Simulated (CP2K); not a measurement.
Crystal: Nb.

```
Nb
1.0
     2.88205    0.00000    0.00000
    -0.96068    2.71722    0.00000
    -0.96068   -1.35861    2.35318
Nb
1
Direct
  0.00000 0.00000 0.00000
```

Base run:

| Item | Value |
| --- | --- |
| Program | CP2K 2026.2 |
| Functional | rev-vdW-DF2 |
| Potentials or basis | POTENTIAL_UZH Nb GTH-PBE-q13; TZVP-MOLOPT-PBE-GTH basis |
| Density cutoff | 9184 eV |
| k mesh | 11 × 11 × 11 |
| Occupations | fermi-dirac, width 0.05 eV |
| Spin | no spin polarisation |

Its results: band gap on the k mesh none (metal or under the smearing width); pressure -3.5 GPa.

Task: The run is repeated on the same cell with these changes: functional from rev-vdW-DF2 to LDA. What comes out?

Result: Band gap on the k mesh none (metal or under the smearing width); pressure -9.6 GPa.

Caveats: the potentials were made for another functional, which shifts forces and pressure; the basis of atomic orbitals isn't converged, which shifts pressures, moduli and gaps.
